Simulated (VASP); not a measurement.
# Fe (Im-3m) in VASP: notebook

One crystal, Fe, is run at these levels: PBEsol, r2SCAN; tasks: single point.

Everything below comes from runs of VASP 6.6.1. Logs are shortened: lines on timing, memory, paths and dates and some standing lists are left out, and cuts for length are marked.

### Step 1. The structure

It takes space group Im-3m (No. 229, cubic). The conventional cell has a = 2.785 Å, b = 2.785 Å, c = 2.785 Å, α = 90.00°, β = 90.00°, γ = 90.00°. Around Fe (site symmetry m-3m) lie 8 Fe at 2.41 Å.

### Step 2. Single point, PBEsol, collinear spin, ferromagnetic start

Input file INCAR:

```
  ALGO = Normal
  EDIFF = 1E-7
  ENCUT = 700
  GGA = PS
  ISIF = 2
  ISMEAR = 0
  ISPIN = 2
  LASPH = True
  LCHARG = False
  LMAXMIX = 4
  LORBIT = 11
  LREAL = False
  LWAVE = False
  MAGMOM = 3
  NBANDS = 14
  NELM = 150
  PREC = Accurate
  SIGMA = 0.1
```

Input file KPOINTS:

```
k-points
0
Gamma
  20 20 20
```

Input file POSCAR:

```
Fe
1.0
   -1.3925200000      1.3925200000      1.3925200000
    1.3925200000     -1.3925200000      1.3925200000
    1.3925200000      1.3925200000     -1.3925200000
Fe
1
Direct
    0.0000000000      0.0000000000      0.0000000000
```

Potentials or basis: VASP PAW PBE potentials, release 64 (Fe).

Command:

```
$ cat potpaw_PBE.64/Fe/POTCAR > POTCAR
$ mpirun -np 1 vasp_std > vasp.out
```

OUTCAR:

```text
EDIFF = 1E-7
   ENCUT = 700
   GGA = PS
   ISIF = 2
   ISMEAR = 0
   ISPIN = 2
   LASPH = True
   LORBIT = 11
   LREAL = False
   NELM = 150
   PREC = Accurate

 ion  position               nearest neighbor table
   1  0.000  0.000  0.000-

  LATTYP: Found a body centered cubic cell.
 ALAT       =     2.7850400000

  Lattice vectors:

 A1 = (  -1.3925200000,   1.3925200000,   1.3925200000)
 A2 = (   1.3925200000,  -1.3925200000,   1.3925200000)
 A3 = (   1.3925200000,   1.3925200000,  -1.3925200000)

Analysis of symmetry for initial positions (statically):
=====================================================================
 Subroutine PRICEL returns:
 Original cell was already a primitive cell.

 Routine SETGRP: Setting up the symmetry group for a
 body centered cubic supercell.

 Subroutine GETGRP returns: Found 48 space group operations
 (whereof 48 operations were pure point group operations)
 out of a pool of 48 trial point group operations.

The static configuration has the point symmetry O_h .

Analysis of symmetry for dynamics (positions and initial velocities):
=====================================================================
 Subroutine PRICEL returns:
 Original cell was already a primitive cell.

 Routine SETGRP: Setting up the symmetry group for a
 body centered cubic supercell.

 Subroutine GETGRP returns: Found 48 space group operations
 (whereof 48 operations were pure point group operations)
 out of a pool of 48 trial point group operations.

The dynamic configuration has the point symmetry O_h .

Analysis of structural, dynamic, and magnetic symmetry:
=====================================================================
 Subroutine PRICEL returns:
 Original cell was already a primitive cell.

 Routine SETGRP: Setting up the symmetry group for a
 body centered cubic supercell.

 Subroutine GETGRP returns: Found 48 space group operations
 (whereof 48 operations were pure point group operations)
 out of a pool of 48 trial point group operations.

The overall configuration has the point symmetry O_h .

 Subroutine INISYM returns: Found 48 space group operations
 (whereof 48 operations are pure point group operations),
 and found     1 'primitive' translations

----------------------------------------------------------------------------------------

                                     Primitive cell

  volume of cell :      10.8010

  direct lattice vectors                    reciprocal lattice vectors
    -1.392520000  1.392520000  1.392520000     0.000000000  0.359061270  0.359061270
     1.392520000 -1.392520000  1.392520000     0.359061270  0.000000000  0.359061270
     1.392520000  1.392520000 -1.392520000     0.359061270  0.359061270  0.000000000

  length of vectors
     2.411915391  2.411915391  2.411915391     0.507789318  0.507789318  0.507789318

  position of ions in fractional coordinates (direct lattice)
     0.000000000  0.000000000  0.000000000

  ion indices of the primitive-cell ions
   primitive index   ion index
                 1           1

----------------------------------------------------------------------------------------

 KPOINTS: k-points

Automatic generation of k-mesh.
 Grid dimensions read from file:
 generate k-points for:   20   20   20

 Generating k-lattice:

  Cartesian coordinates                     Fractional coordinates (reciprocal lattice)
     0.000000000  0.017953064  0.017953064     0.050000000  0.000000000  0.000000000
     0.017953064  0.000000000  0.017953064     0.000000000  0.050000000  0.000000000
     0.017953064  0.017953064  0.000000000     0.000000000  0.000000000  0.050000000

  Length of vectors
     0.025389466  0.025389466  0.025389466

  Shift w.r.t. Gamma in fractional coordinates (k-lattice)
     0.000000000  0.000000000  0.000000000

 Subroutine IBZKPT returns following result:
 ===========================================

 Found    256 irreducible k-points:

 Following reciprocal coordinates:
            Coordinates               Weight
  0.000000  0.000000  0.000000      1.000000
  0.050000  0.000000  0.000000     12.000000
  0.100000  0.000000  0.000000     12.000000
  0.150000  0.000000  0.000000     12.000000
  0.200000  0.000000  0.000000     12.000000
  0.250000  0.000000  0.000000     12.000000
[... 16 lines left out ...]
  0.200000  0.100000 -0.000000     48.000000
  0.250000  0.100000 -0.000000     48.000000
 [... further k-points ...]
   k-points           NKPTS =    256   k-points in BZ     NKDIM =    256   number of bands    NBANDS=     14
   number of dos      NEDOS =    301   number of ions     NIONS =      1
   total plane-waves  NPLWV =  13824
   dimension x,y,z NGX =    24 NGY =   24 NGZ =   24
   dimension x,y,z NGXF=    48 NGYF=   48 NGZF=   48
   ions per type =               1
   NGX,Y,Z   is equivalent  to a cutoff of  16.54, 16.54, 16.54 a.u.
   NGXF,Y,Z  is equivalent  to a cutoff of  33.08, 33.08, 33.08 a.u.
 SYSTEM =  unknown system
   PREC   = accura    normal or accurate (medium, high low for compatibility)
   ISTART =      0    job   : 0-new  1-cont  2-samecut
   ICHARG =      2    charge: 1-file 2-atom 10-const
   ISPIN  =      2    spin polarized calculation?
   LNONCOLLINEAR =      F non collinear calculations
   LSORBIT =      F    spin-orbit coupling
   LASPH  =      T    aspherical Exc in radial PAW
   ENCUT  =  700.0 eV  51.45 Ry    7.17 a.u.   5.20  5.20  5.20*2*pi/ulx,y,z
   NELM   =    150;   NELMIN=  2; NELMDL= -5     # of ELM steps
   EDIFF  = 0.1E-06   stopping-criterion for ELM
   LREAL  =      F    real-space projection
   EDIFFG = 0.1E-05   stopping-criterion for IOM
   NSW    =      0    number of steps for IOM
   IBRION =     -1    ionic relax: 0-MD 1-quasi-New 2-CG
   NFREE  =      0    steps in history (QN), initial steepest desc. (CG)
   ISIF   =      2    stress and relaxation
   ISYM   =      2    0-nonsym 1-usesym 2-fastsym
   POTIM  = 0.5000    time-step for ionic-motion
   TEBEG  =    0.0;   TEEND  =   0.0 temperature during run
   PSTRESS=    0.0 pullay stress
   NELECT =       8.0000    total number of electrons
   NUPDOWN=      -1.0000    fix difference up-down
   EMIN   =  10.00;   EMAX   =-10.00  energy-range for DOS
   EFERMI =   0.00;   METHOD = LEGACY
   ISMEAR =     0;   SIGMA  =   0.10  broadening in eV -4-tet -1-fermi 0-gaus
   EFERMI_NEDOS =   21; number of points for ismear=-14 and -15
   IALGO  =     38    algorithm
   IMIX   =      4    mixing-type and parameters
     AMIX     =   0.40;   BMIX     =  1.00
     AMIX_MAG =   1.60;   BMIX_MAG =  1.00
  volume/ion in A,a.u.               =      10.80        72.89
  Fermi-wavevector in a.u.,A,eV,Ry     =   1.481210  2.799082 29.850964  2.193984
  Thomas-Fermi vector in A             =   2.595149
   LORBIT       =     11    0 simple, 1 ext, 2 COOP (PROOUT), +10 PAW based schemes
   GGA     = PS    functional components
   LHFCALC =     F    Hartree Fock is set to
   AEXX    =    0.0000 exact exchange contribution
   IVDW    =     0    specifies the selected vdW correction
   LEPSILON=     F    determine dielectric tensor
   LRPA    =     F    only Hartree local field effects (RPA)
 spin polarized calculation
 Gauss-broadening in eV      SIGMA  =   0.10
  energy-cutoff  :      700.00
  volume of cell :       10.80
 maximum number of plane-waves:       470
 NGX is ok and might be reduce to    24
   NGX = 11   NGY = 11   NGZ = 11

 number of electron       7.9999998 magnetization       2.0904339

 Free energy of the ion-electron system (eV)
  ---------------------------------------------------
  ext. energy  EPLUGINS =         0.00000000
  ---------------------------------------------------
  free energy    TOTEN  =        -8.92103784 eV

  energy without entropy =       -8.91681707  energy(sigma->0) =       -8.91892746

 E-fermi :   6.2130     XC(G=0): -13.5692

 val. band max:        6.2098064096   @ k =  -0.4500   0.4500   0.0500
 cond. band min:       6.2235240438   @ k =  -0.3000   0.3500   0.2500
 fundamental gap:      0.0137176342
 Fermi energy:         6.2129507223

 spin component 1

 k-point     1 :       0.0000    0.0000    0.0000
  band No.  band energies     occupation
      1      -2.6226      1.00000
      2       3.7962      1.00000
      3       3.7962      1.00000
      4       3.7962      1.00000
      5       5.1566      1.00000
      6       5.1566      1.00000
      7      31.6237      0.00000
      8      31.6237      0.00000
      9      31.6237      0.00000
     10      37.0596      0.00000
     11      37.0596      0.00000
     12      39.6327      0.00000
     13      39.6327      0.00000
     14      39.6327      0.00000
[... 375 lines left out ...]
 k-point    24 :       0.2500    0.1000   -0.0000
  band No.  band energies     occupation
      1       0.6344      1.00000
      2       3.0117      1.00000
      3       3.5008      1.00000
      4       4.9580      1.00000
      5       5.3736      1.00000
      6       5.9736      0.99964
      7      20.3647      0.00000
      8      24.8679      0.00000
      9      28.5854      0.00000
     10      31.9325      0.00000
     11      36.6171      0.00000
     12      38.1027      0.00000
     13      43.8713      0.00000
     14      46.0830      0.00000

 [... further k-points ...]

 spin component 2

 k-point     1 :       0.0000    0.0000    0.0000
  band No.  band energies     occupation
      1      -2.3565      1.00000
      2       5.6130      1.00000
      3       5.6131      1.00000
      4       5.6131      1.00000
      5       7.7212      0.00000
      6       7.7213      0.00000
      7      31.5532      0.00000
      8      31.5532      0.00000
      9      31.5532      0.00000
     10      37.3878      0.00000
     11      37.3878      0.00000
     12      40.3468      0.00000
     13      40.3468      0.00000
     14      40.3468      0.00000
[... 375 lines left out ...]
 k-point    24 :       0.2500    0.1000   -0.0000
  band No.  band energies     occupation
      1       1.1519      1.00000
      2       4.6921      1.00000
      3       5.0359      1.00000
      4       7.3093      0.00000
      5       7.8138      0.00000
      6       8.0201      0.00000
      7      21.1785      0.00000
      8      25.3494      0.00000
      9      29.1937      0.00000
     10      32.2845      0.00000
     11      37.1722      0.00000
     12      38.5264      0.00000
     13      44.1951      0.00000
     14      46.6062      0.00000

 [... further k-points ...]

------------------------ aborting loop because EDIFF is reached ----------------------------------------

  FORCE on cell =-STRESS in cart. coord.  units (eV):
  Direction    XX          YY          ZZ          XY          YZ          ZX
  --------------------------------------------------------------------------------------
  -------------------------------------------------------------------------------------
  Total        0.0050184      0.0050184      0.0050184     -0.0000000      0.0000000     -0.0000000
  in kB        0.7444113      0.7444113      0.7444113     -0.0000000      0.0000000     -0.0000000
  external PRESSURE =       0.7444113 kB  Pullay stress =       0.0000000 kB

 VOLUME and BASIS-vectors are now :
 -----------------------------------------------------------------------------
  energy-cutoff  :      700.00
  volume of cell :       10.80
      direct lattice vectors                 reciprocal lattice vectors
    -1.392520000  1.392520000  1.392520000     0.000000000  0.359061270  0.359061270
     1.392520000 -1.392520000  1.392520000     0.359061270  0.000000000  0.359061270
     1.392520000  1.392520000 -1.392520000     0.359061270  0.359061270  0.000000000

 POSITION                                       TOTAL-FORCE (eV/Angst)
 -----------------------------------------------------------------------------------
      0.00000      0.00000      0.00000        -0.000000      0.000000      0.000000
 -----------------------------------------------------------------------------------
    total drift:                               -0.000000      0.000000      0.000000

  FREE ENERGIE OF THE ION-ELECTRON SYSTEM (eV)
  ---------------------------------------------------
  free  energy   TOTEN  =        -8.9210378448 eV

  energy  without entropy=       -8.9168170656  energy(sigma->0) =       -8.91892746

 total charge

# of ion       s       p       d       tot
------------------------------------------
    1        0.512   0.592   6.279   7.383

 magnetization (x)

# of ion       s       p       d       tot
------------------------------------------
    1       -0.012  -0.049   2.133   2.072
```

Run time: 77 s. Hardware: 1 thread of Intel Xeon Platinum 8488C (Sapphire Rapids), shared host; peak memory 0.22 GiB.

Results:

```
Free energy                                           : -8.9210 eV
Pressure                                              : 0.1 GPa
Band gap on the k mesh                                : none (metal or under the smearing width)
Net moment                                            : 2.09 μB per cell
Site moments                                          : Fe +2.07 μB
Valence electrons inside the program's atomic spheres : Fe 7.38
```

Caveat: the PAW data sets were made with another functional, which shifts forces and pressure a little.

(Continued in part 2 of 2.)
